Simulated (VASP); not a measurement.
# SnSe (Pm-3m) in VASP: a series of runs

Runs on SnSe. Level: PBE. Tasks: relaxation of the atoms.

Program: VASP 6.6.1. These are calculated values, not measurements. Logs are shortened: lines on timing, memory, paths and dates and some standing lists are left out, and cuts for length are marked.

### Step 1. The crystal as given

The structure is cubic, space group Pm-3m (No. 221). The conventional cell has a = 3.705 Å, b = 3.705 Å, c = 3.705 Å, α = 90.00°, β = 90.00°, γ = 90.00°. Around Sn (site symmetry m-3m) lie 8 Se at 3.21 Å. Se (site symmetry m-3m) has 8 Sn at 3.21 Å as nearest neighbours.

Measurements of this composition are mostly on another form, of space group No. 62.

### Step 2. Relaxation of the atoms, PBE (a relaxed cell with its volume scaled by 0.94)

The input, INCAR:

```
  ALGO = Normal
  EDIFF = 1E-7
  EDIFFG = -0.01
  ENCUT = 300
  GGA = PE
  IBRION = 2
  ISIF = 2
  ISMEAR = 0
  LASPH = T
  LCHARG = F
  LREAL = F
  LWAVE = F
  NELM = 80
  NSW = 40
  PREC = Accurate
  SIGMA = 0.03
```

The input, KPOINTS:

```
k-points
0
Gamma
  4 4 4
```

The input, POSCAR:

```
SnSe                                    
1.0
    3.6298149428     -0.0000000000      0.0000000000
    0.0000000000      3.6298149428     -0.0000000000
    0.0000000000      0.0000000000      3.6298149428
  Sn              Se            
     1     1
Direct
     0.5000000000000000    0.5000000000000000    0.5000000000000000
     0.0000000000000000    0.0000000000000000    0.0000000000000000
```

Potentials or basis: VASP PAW PBE potentials, release 64 (Sn, Se).

Started as:

```bash
$ cat potpaw_PBE.64/Sn/POTCAR potpaw_PBE.64/Se/POTCAR > POTCAR
$ mpirun -np 1 vasp_std > vasp.out
```

OUTCAR:

```text
EDIFF = 1E-7
   EDIFFG = -0.01
   ENCUT = 300
   GGA = PE
   IBRION = 2
   ISIF = 2
   ISMEAR = 0
   LASPH = T
   LREAL = F
   NELM = 80
   NSW = 40
   PREC = Accurate

 ion  position               nearest neighbor table
   1  0.500  0.500  0.500-   2 3.14   2 3.14   2 3.14   2 3.14   2 3.14   2 3.14   2 3.14   2 3.14

   2  0.000  0.000  0.000-   1 3.14   1 3.14   1 3.14   1 3.14   1 3.14   1 3.14   1 3.14   1 3.14

  LATTYP: Found a simple cubic cell.
 ALAT       =     3.6298149428

  Lattice vectors:

 A1 = (   3.6298149428,   0.0000000000,   0.0000000000)
 A2 = (   0.0000000000,   3.6298149428,   0.0000000000)
 A3 = (   0.0000000000,   0.0000000000,   3.6298149428)

Analysis of symmetry for initial positions (statically):
=====================================================================
 Subroutine PRICEL returns:
 Original cell was already a primitive cell.

 Routine SETGRP: Setting up the symmetry group for a
 simple cubic supercell.

 Subroutine GETGRP returns: Found 48 space group operations
 (whereof 48 operations were pure point group operations)
 out of a pool of 48 trial point group operations.

The static configuration has the point symmetry O_h .

Analysis of symmetry for dynamics (positions and initial velocities):
=====================================================================
 Subroutine PRICEL returns:
 Original cell was already a primitive cell.

 Routine SETGRP: Setting up the symmetry group for a
 simple cubic supercell.

 Subroutine GETGRP returns: Found 48 space group operations
 (whereof 48 operations were pure point group operations)
 out of a pool of 48 trial point group operations.

The dynamic configuration has the point symmetry O_h .

 Subroutine INISYM returns: Found 48 space group operations
 (whereof 48 operations are pure point group operations),
 and found     1 'primitive' translations

----------------------------------------------------------------------------------------

                                     Primitive cell

  volume of cell :      47.8248

  direct lattice vectors                    reciprocal lattice vectors
     3.629814943  0.000000000  0.000000000     0.275496138  0.000000000  0.000000000
     0.000000000  3.629814943  0.000000000     0.000000000  0.275496138  0.000000000
     0.000000000  0.000000000  3.629814943     0.000000000  0.000000000  0.275496138

  length of vectors
     3.629814943  3.629814943  3.629814943     0.275496138  0.275496138  0.275496138

  position of ions in fractional coordinates (direct lattice)
     0.500000000  0.500000000  0.500000000
     0.000000000  0.000000000  0.000000000

  ion indices of the primitive-cell ions
   primitive index   ion index
                 1           1
                 2           2

----------------------------------------------------------------------------------------

 KPOINTS: k-points

Automatic generation of k-mesh.
 Grid dimensions read from file:
 generate k-points for:    4    4    4

 Generating k-lattice:

  Cartesian coordinates                     Fractional coordinates (reciprocal lattice)
     0.068874035  0.000000000  0.000000000     0.250000000  0.000000000  0.000000000
     0.000000000  0.068874035  0.000000000     0.000000000  0.250000000  0.000000000
     0.000000000  0.000000000  0.068874035     0.000000000  0.000000000  0.250000000

  Length of vectors
     0.068874035  0.068874035  0.068874035

  Shift w.r.t. Gamma in fractional coordinates (k-lattice)
     0.000000000  0.000000000  0.000000000

 Subroutine IBZKPT returns following result:
 ===========================================

 Found     10 irreducible k-points:

 Following reciprocal coordinates:
            Coordinates               Weight
  0.000000  0.000000  0.000000      1.000000
  0.250000  0.000000  0.000000      6.000000
  0.500000  0.000000  0.000000      3.000000
  0.250000  0.250000  0.000000     12.000000
  0.500000  0.250000  0.000000     12.000000
  0.500000  0.500000  0.000000      3.000000
  0.250000  0.250000  0.250000      8.000000
  0.500000  0.250000  0.250000     12.000000
  0.500000  0.500000  0.250000      6.000000
  0.500000  0.500000  0.500000      1.000000
   k-points           NKPTS =     10   k-points in BZ     NKDIM =     10   number of bands    NBANDS=      9
   number of dos      NEDOS =    301   number of ions     NIONS =      2
   total plane-waves  NPLWV =  13824
   dimension x,y,z NGX =    24 NGY =   24 NGZ =   24
   dimension x,y,z NGXF=    48 NGYF=   48 NGZF=   48
   ions per type =               1   1
   NGX,Y,Z   is equivalent  to a cutoff of  10.99, 10.99, 10.99 a.u.
   NGXF,Y,Z  is equivalent  to a cutoff of  21.98, 21.98, 21.98 a.u.
 SYSTEM =  unknown system
   PREC   = accura    normal or accurate (medium, high low for compatibility)
   ISTART =      0    job   : 0-new  1-cont  2-samecut
   ICHARG =      2    charge: 1-file 2-atom 10-const
   ISPIN  =      1    spin polarized calculation?
   LNONCOLLINEAR =      F non collinear calculations
   LSORBIT =      F    spin-orbit coupling
   LASPH  =      T    aspherical Exc in radial PAW
   ENCUT  =  300.0 eV  22.05 Ry    4.70 a.u.   5.13  5.13  5.13*2*pi/ulx,y,z
   NELM   =     80;   NELMIN=  2; NELMDL= -5     # of ELM steps
   EDIFF  = 0.1E-06   stopping-criterion for ELM
   LREAL  =      F    real-space projection
   EDIFFG = -.1E-01   stopping-criterion for IOM
   NSW    =     40    number of steps for IOM
   IBRION =      2    ionic relax: 0-MD 1-quasi-New 2-CG
   NFREE  =      1    steps in history (QN), initial steepest desc. (CG)
   ISIF   =      2    stress and relaxation
   ISYM   =      2    0-nonsym 1-usesym 2-fastsym
   POTIM  = 0.5000    time-step for ionic-motion
   TEBEG  =    0.0;   TEEND  =   0.0 temperature during run
   PSTRESS=    0.0 pullay stress
   NELECT =      10.0000    total number of electrons
   NUPDOWN=      -1.0000    fix difference up-down
   EMIN   =  10.00;   EMAX   =-10.00  energy-range for DOS
   EFERMI =   0.00;   METHOD = LEGACY
   ISMEAR =     0;   SIGMA  =   0.03  broadening in eV -4-tet -1-fermi 0-gaus
   EFERMI_NEDOS =   21; number of points for ismear=-14 and -15
   IALGO  =     38    algorithm
   IMIX   =      4    mixing-type and parameters
     AMIX     =   0.40;   BMIX     =  1.00
     AMIX_MAG =   1.60;   BMIX_MAG =  1.00
  volume/ion in A,a.u.               =      23.91       161.37
  Fermi-wavevector in a.u.,A,eV,Ry     =   0.971681  1.836211 12.846129  0.944164
  Thomas-Fermi vector in A             =   2.101918
   LORBIT       =      0    0 simple, 1 ext, 2 COOP (PROOUT), +10 PAW based schemes
   GGA     = PE    functional components
   LHFCALC =     F    Hartree Fock is set to
   AEXX    =    0.0000 exact exchange contribution
   IVDW    =     0    specifies the selected vdW correction
   LEPSILON=     F    determine dielectric tensor
   LRPA    =     F    only Hartree local field effects (RPA)
 conjugate gradient relaxation of ions
 non-spin polarized calculation
 Gauss-broadening in eV      SIGMA  =   0.03
  energy-cutoff  :      300.00
  volume of cell :       47.82
 maximum number of plane-waves:       587
 NGX is ok and might be reduce to    24
   NGX = 11   NGY = 11   NGZ = 11

 number of electron      10.0000000 magnetization

 number of electron       9.9999995 magnetization

 Free energy of the ion-electron system (eV)
  ---------------------------------------------------
  ext. energy  EPLUGINS =         0.00000000
  ---------------------------------------------------
  free energy    TOTEN  =        -7.55551442 eV

  energy without entropy =       -7.55260756  energy(sigma->0) =       -7.55406099

 E-fermi :   5.0894     XC(G=0): -10.2643

 val. band max:        5.0774024144   @ k =   0.5000   0.0000   0.0000
 cond. band min:       5.4094784429   @ k =   0.5000   0.2500   0.2500
 fundamental gap:      0.3320760285
 Fermi energy:         5.0894463949

 k-point     1 :       0.0000    0.0000    0.0000
  band No.  band energies     occupation
      1      -8.7245      2.00000
      2      -0.5156      2.00000
      3       3.2389      2.00000
      4       3.2389      2.00000
      5       3.2389      2.00000
      6       9.4671      0.00000
      7       9.4671      0.00000
      8      11.4618      0.00000
      9      11.4618      0.00000

 k-point     2 :       0.2500    0.0000    0.0000
  band No.  band energies     occupation
      1      -8.2618      2.00000
      2      -1.9749      2.00000
      3       3.5624      2.00000
      4       3.7871      2.00000
      5       3.7871      2.00000
      6       8.4920      0.00000
      7       9.9007      0.00000
      8       9.9007      0.00000
      9      10.0764      0.00000

 k-point     3 :       0.5000    0.0000    0.0000
  band No.  band energies     occupation
      1      -7.6041      2.00000
      2      -3.4529      2.00000
      3       4.6124      2.00000
      4       4.6124      2.00000
      5       5.0774      1.42980
      6       5.7324      0.00000
      7       8.2605      0.00000
      8       8.2605      0.00000
      9      11.4933      0.00000

 k-point     4 :       0.2500    0.2500    0.0000
  band No.  band energies     occupation
      1      -7.8395      2.00000
      2      -2.0377      2.00000
      3       1.2099      2.00000
      4       4.2301      2.00000
      5       5.0679      1.69011
      6       6.5205      0.00000
      7       9.6218      0.00000
      8       9.9997      0.00000
      9      12.3710      0.00000
[... 37 lines left out ...]
 k-point     8 :       0.5000    0.2500    0.2500
  band No.  band energies     occupation
      1      -6.9859      2.00000
      2      -2.0450      2.00000
      3       1.5304      2.00000
      4       2.7602      2.00000
      5       3.0568      2.00000
      6       5.4095      0.00000
      7       7.8396      0.00000
      8       9.4342      0.00000
      9      13.9959      0.00000

 k-point     9 :       0.5000    0.5000    0.2500
  band No.  band energies     occupation
      1      -6.6490      2.00000
      2      -0.4229      2.00000
      3       0.6509      2.00000
      4       0.6509      2.00000
      5       3.2998      2.00000
      6       6.4755      0.00000
      7       6.5058      0.00000
      8       6.5058      0.00000
      9      15.0011      0.00000

 k-point    10 :       0.5000    0.5000    0.5000
  band No.  band energies     occupation
      1      -6.4016      2.00000
      2       0.6538      2.00000
      3       2.0552      2.00000
      4       2.0552      2.00000
      5       2.0552      2.00000
      6       3.9114      2.00000
      7       3.9114      2.00000
      8       3.9114      2.00000
      9      19.3234      0.00000

------------------------ aborting loop because EDIFF is reached ----------------------------------------

  FORCE on cell =-STRESS in cart. coord.  units (eV):
  Direction    XX          YY          ZZ          XY          YZ          ZX
  --------------------------------------------------------------------------------------
  -------------------------------------------------------------------------------------
  Total        1.0709711      1.0709711      1.0709711     -0.0000000      0.0000000     -0.0000000
  in kB       35.8785514     35.8785514     35.8785514     -0.0000000      0.0000000     -0.0000000
  external PRESSURE =      35.8785514 kB  Pullay stress =       0.0000000 kB

 VOLUME and BASIS-vectors are now :
 -----------------------------------------------------------------------------
  energy-cutoff  :      300.00
  volume of cell :       47.82
      direct lattice vectors                 reciprocal lattice vectors
     3.629814943  0.000000000  0.000000000     0.275496138  0.000000000  0.000000000
     0.000000000  3.629814943  0.000000000     0.000000000  0.275496138  0.000000000
     0.000000000  0.000000000  3.629814943     0.000000000  0.000000000  0.275496138

 POSITION                                       TOTAL-FORCE (eV/Angst)
 -----------------------------------------------------------------------------------
      1.81491      1.81491      1.81491         0.000000      0.000000      0.000000
      0.00000      0.00000      0.00000         0.000000      0.000000      0.000000
 -----------------------------------------------------------------------------------
    total drift:                               -0.000000      0.000000      0.000000

  FREE ENERGIE OF THE ION-ELECTRON SYSTEM (eV)
  ---------------------------------------------------
  free  energy   TOTEN  =        -7.5555144194 eV

  energy  without entropy=       -7.5526075563  energy(sigma->0) =       -7.55406099

 reached required accuracy - stopping structural energy minimisation
```

Wall time 6.3 s (1 thread of Intel Xeon Platinum 8559C (Emerald Rapids), shared host); peak memory 0.13 GiB.

What came out:

```
Free energy             : -7.5555 eV
Pressure after relaxing : 3.6 GPa
Band gap on the k mesh  : none (metal or under the smearing width)
```

Final structure:
```cif
data_structure
_symmetry_space_group_name_H-M 'P 1'
_symmetry_Int_Tables_number 1
_cell_length_a 3.6298
_cell_length_b 3.6298
_cell_length_c 3.6298
_cell_angle_alpha 90.000
_cell_angle_beta 90.000
_cell_angle_gamma 90.000
_cell_volume 47.82
loop_
_atom_site_label
_atom_site_type_symbol
_atom_site_fract_x
_atom_site_fract_y
_atom_site_fract_z
_atom_site_occupancy
Sn1 Sn 0.50000 0.50000 0.50000 1
Se1 Se 0.00000 0.00000 0.00000 1
```

Caveat: the k mesh is coarse (spacing up to 0.43 Å⁻¹), so the values aren't converged; the relaxation stopped at its first step, so nothing moved.

### Step 3. Relaxation of the atoms, PBE (a relaxed cell with its volume scaled by 0.96)

INCAR is that of step 2.

KPOINTS is that of step 2.

The input, POSCAR:

```
SnSe                                    
1.0
    3.6553778621     -0.0000000000      0.0000000000
    0.0000000000      3.6553778621     -0.0000000000
    0.0000000000      0.0000000000      3.6553778621
  Sn              Se            
     1     1
Direct
     0.5000000000000000    0.5000000000000000    0.5000000000000000
     0.0000000000000000    0.0000000000000000    0.0000000000000000
```

Potentials or basis: VASP PAW PBE potentials, release 64 (Sn, Se).

Started as:

```bash
$ cat potpaw_PBE.64/Sn/POTCAR potpaw_PBE.64/Se/POTCAR > POTCAR
$ mpirun -np 1 vasp_std > vasp.out
```

It took 6.4 s on 1 thread of Intel Xeon Platinum 8559C (Emerald Rapids), shared host; peak memory 0.13 GiB.

It converged, with:

```
Free energy             : -7.5742 eV
Pressure after relaxing : 2.3 GPa
Band gap on the k mesh  : none (metal or under the smearing width)
```

Final structure:
```
Sn Se
1.0
     3.65538    0.00000    0.00000
     0.00000    3.65538    0.00000
     0.00000    0.00000    3.65538
Sn Se
1 1
Direct
  0.50000 0.50000 0.50000
  0.00000 0.00000 0.00000
```

Levels at points of the mesh, in eV from the Fermi level:
| k point | band 1 | band 2 | band 3 | band 4 | band 5 | band 6 | band 7 | band 8 | band 9 |
| --- | --- | --- | --- | --- | --- | --- | --- | --- | --- |
| (0.00, 0.00, 0.00) | -13.65 | -5.64 | -1.77 | -1.77 | -1.77 | 4.45 | 4.45 | 6.24 | 6.24 |
| (0.50, 0.00, 0.00) | -12.58 | -8.40 | -0.44 | -0.44 | -0.01 | 0.58 | 3.17 | 3.17 | 6.47 |
| (0.50, 0.50, 0.00) | -11.89 | -6.08 | -4.98 | -4.98 | -0.01 | 4.25 | 4.25 | 4.84 | 6.59 |
| (0.50, 0.50, 0.50) | -11.44 | -4.46 | -2.93 | -2.93 | -2.93 | -1.08 | -1.08 | -1.08 | 14.03 |

Caveat: the k mesh is coarse (spacing up to 0.43 Å⁻¹), so the values aren't converged; the relaxation stopped at its first step, so nothing moved.

### Step 4. Relaxation of the atoms, PBE (a relaxed cell with its volume scaled by 0.98)

INCAR is that of step 3.

KPOINTS is that of step 3.

The input, POSCAR:

```
SnSe                                    
1.0
    3.6805881612     -0.0000000000      0.0000000000
    0.0000000000      3.6805881612     -0.0000000000
    0.0000000000      0.0000000000      3.6805881612
  Sn              Se            
     1     1
Direct
     0.5000000000000000    0.5000000000000000    0.5000000000000000
     0.0000000000000000    0.0000000000000000    0.0000000000000000
```

Started as:

```bash
$ cat potpaw_PBE.64/Sn/POTCAR potpaw_PBE.64/Se/POTCAR > POTCAR
$ mpirun -np 1 vasp_std > vasp.out
```

Wall time 6.7 s (1 thread of Intel Xeon Platinum 8559C (Emerald Rapids), shared host); peak memory 0.13 GiB.

The run converged. Its results:

- Free energy: -7.5850 eV
- Pressure after relaxing: 1.1 GPa
- Band gap on the k mesh: none (metal or under the smearing width)

Final structure:
```
Sn Se
1.0
     3.68059    0.00000    0.00000
     0.00000    3.68059    0.00000
     0.00000    0.00000    3.68059
Sn Se
1 1
Direct
  0.50000 0.50000 0.50000
  0.00000 0.00000 0.00000
```

Levels at points of the mesh, in eV from the Fermi level:
| k point | band 2 | band 3 | band 4 | band 5 | band 6 | band 7 | band 8 | band 9 |
| --- | --- | --- | --- | --- | --- | --- | --- | --- |
| (0.00, 0.00, 0.00) | -5.67 | -1.71 | -1.71 | -1.71 | 4.50 | 4.50 | 6.11 | 6.11 |
| (0.50, 0.00, 0.00) | -8.26 | -0.42 | -0.42 | -0.01 | 0.52 | 3.16 | 3.16 | 6.53 |
| (0.50, 0.50, 0.00) | -6.04 | -4.83 | -4.83 | 0.01 | 4.19 | 4.19 | 4.77 | 6.57 |
| (0.50, 0.50, 0.50) | -4.49 | -2.83 | -2.83 | -2.83 | -0.99 | -0.99 | -0.99 | 13.83 |

Caveat: the k mesh is coarse (spacing up to 0.43 Å⁻¹), so the values aren't converged; the relaxation stopped at its first step, so nothing moved.

[end of part 1 of 2]
